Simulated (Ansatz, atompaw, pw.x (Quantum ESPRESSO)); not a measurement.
# What a changed setting does to a pw.x run (sc Ta)

Potential: PAW, atompaw 4.2.0.5, PBE; core [Kr] 4d10 4f14, reference 5s2 5p6 5d3 6s2 6p0; waves: 5s (bound): rc 1.65 bohr; 6s (bound): rc 2.05 bohr; 5p (bound): rc 2.05 bohr; 6p (bound, empty): rc 2.05 bohr; 5d (bound): rc 2.05 bohr; 5d channel at 3.45 Ry: rc 2.05 bohr; local part: bessel scheme, radius 1.70 bohr; core correction: smooth core density matched at 2.00 bohr; augmentation: besselshape compensation charge, radius 1.80 bohr; PAW radius 2.05 bohr; waves and projectors: custom rrkj gramschmidtortho.

The reference run (k-mesh 12³, cutoffs 50/500 Ry, Fermi–Dirac 0.01 Ry, mixing_beta 0.4, conv_thr 1e-9, no spin) gives 0.52 GPa at 20.376 Å³/atom, where all-electron LAPW gives 1.79 GPa. This run, with its own iteration cap, changes smearing to gauss.

```
&control
  calculation='scf', prefix='x', pseudo_dir='./', outdir='./tmp', tstress=.true., disk_io='none'
/
&system
  ibrav=0, nat=1, ntyp=1, ecutwfc=50, ecutrho=500, nbnd=14,
  occupations='smearing', smearing='gauss', degauss=0.01
/
&electrons
  conv_thr=1e-09, mixing_beta=0.4, electron_maxstep=50
/
ATOMIC_SPECIES
Ta 1.0 Ta.UPF
CELL_PARAMETERS angstrom
  2.73132247 0.00000000 0.00000000
  0.00000000 2.73132247 0.00000000
  0.00000000 0.00000000 2.73132247
ATOMIC_POSITIONS crystal
Ta 0.0000 0.0000 0.0000
K_POINTS automatic
12 12 12 0 0 0
```

```bash
pw.x < Ta.scf.in > Ta.scf.out
```

Problem. How does the run end?

Solution. It converges in 13 iterations; the free energy moves by +20.6 meV/atom and the pressure by -0.12 GPa. Gaussian smearing of the same width is narrower in effect than Fermi–Dirac, so its quadratic term in F is smaller.

```
Message from routine setup:
     using ibrav=0 with symmetry is DISCOURAGED, use correct ibrav instead
     lattice parameter (alat)  =       5.1615  a.u.
     unit-cell volume          =     137.5041 (a.u.)^3
     number of electrons       =        13.00
     number of Kohn-Sham states=           14
     kinetic-energy cutoff     =      50.0000  Ry
     charge density cutoff     =     500.0000  Ry
     scf convergence threshold =      1.0E-09
     Exchange-correlation= SLA PW PBX PBC
     number of k points=    84  Gaussian smearing, width (Ry)=  0.0100
     iteration #  1     ecut=    50.00 Ry     beta= 0.40
     total energy              =    -727.05379609 Ry
     estimated scf accuracy    <       0.05251302 Ry
     iteration #  2     ecut=    50.00 Ry     beta= 0.40
     total energy              =    -727.05576161 Ry
     estimated scf accuracy    <       0.00687586 Ry
     iteration #  3     ecut=    50.00 Ry     beta= 0.40
     total energy              =    -727.05942843 Ry
     estimated scf accuracy    <       0.00104958 Ry
     [... 7 iterations left out ...]
     iteration # 11     ecut=    50.00 Ry     beta= 0.40
     total energy              =    -727.06002567 Ry
     estimated scf accuracy    <          9.2E-09 Ry
     iteration # 12     ecut=    50.00 Ry     beta= 0.40
     total energy              =    -727.06002567 Ry
     estimated scf accuracy    <          9.0E-09 Ry
     iteration # 13     ecut=    50.00 Ry     beta= 0.40
     the Fermi energy is    15.5728 ev
!    total energy              =    -727.06002567 Ry
     estimated scf accuracy    <          4.3E-10 Ry
     smearing contrib. (-TS)   =      -0.00048838 Ry
     convergence has been achieved in  13 iterations
          total   stress  (Ry/bohr**3)                   (kbar)     P=        4.07
     Message from routine punch:
     Nothing written, as per user request (disk_io='none')
```

The run took about 14 s on one core of a shared host (Intel(R) Xeon(R) 6975P-C, 192 threads, 378 GiB, load 59).
